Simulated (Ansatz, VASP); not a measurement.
This is a calculation of Mg (Magnesium) for Ansatz 0.2.0. 

File input.yaml:

```yaml
crystal:
  lattice:
    - [3.2093, 0.0, 0.0]
    - [-1.60465, 2.7793353284, 0.0]
    - [0.0, 0.0, 5.2103]
  atoms:
    - { symbol: Mg, position: [0.6666666667, 0.3333333333, 0.75] }
    - { symbol: Mg, position: [0.3333333333, 0.6666666667, 0.25] }
hamiltonian:
  xc: pbe
  pseudopotentials: { kind: paw }
  dispersion: d4
kpoints:
  mp_grid: { grid: [10, 10, 5] }
scf:
  occupations: { method: fermi_dirac, width: 0.05 }
output:
  forces: true
  stress: true
relax:
  f_tol: 0.01
  max_steps: 40
  cell: { stress_tol: 0.05 }
```

Potentials or basis: Ansatz PAW.

The run is started by

```bash
$ ansatz run input.yaml --threads 2 --pin off --max-ram 5632MiB --backend cpu --events-out ev --progress --plain --runs-dir out
```

Question: Set up the same calculation for VASP 6.6.1. Potentials or basis there: PBE PAW files Mg, 600 eV.

Answer: As run (cutoffs and basis follow the program's own potentials, and thresholds, step limits or extra output files can differ):

File INCAR:

```
PREC = Accurate
ENCUT = 600
EDIFF = 1E-6
ISMEAR = -1
SIGMA = 0.05
LREAL = F
LASPH = T
NELM = 60
ALGO = Fast
ISIF = 3
LWAVE = F
LCHARG = F
GGA = PE
IVDW = 13
IBRION = 2
NSW = 60
EDIFFG = -0.005
```

File KPOINTS:

```
regular mesh
0
Gamma
  10 10 5
```

POSCAR

```
Mg
1.0
    3.2093000000      0.0000000000      0.0000000000
   -1.6046500000      2.7793353284      0.0000000000
    0.0000000000      0.0000000000      5.2103000000
Mg
2
Direct
    0.6666666667      0.3333333333      0.7500000000
    0.3333333333      0.6666666667      0.2500000000
```

Potentials or basis: VASP PAW PBE potentials, release 64 (Mg).

Run with:

```console
$ cat potpaw_PBE.64/Mg/POTCAR > POTCAR
$ mpirun -np 1 vasp_std > vasp.out
```

Both were run:

|  | Ansatz | VASP |
| --- | --- | --- |
| Relaxed volume | 23.24 Å³/atom | 23.24 Å³/atom |
| Relaxed cell | a = 3.176 Å, b = 3.176 Å, c = 5.321 Å, α = 90.00°, β = 90.00°, γ = 120.00° | a = 3.176 Å, b = 3.176 Å, c = 5.322 Å, α = 90.00°, β = 90.00°, γ = 120.00° |
| Space group after relaxing | P6_3/mmc (No. 194) | P6_3/mmc (No. 194) |
| Pressure after relaxing | 0.0 GPa | 0.0 GPa |

Ansatz's pressure holds a Pulay term of +0.00 GPa for its cutoff of 420 eV, which the other run lacks.

The potentials hold 20 and 4 valence electrons a cell.

Where Ansatz's input types no cutoff or centring, it takes its own default and a Γ-centred mesh.

Pressure is positive in compression.
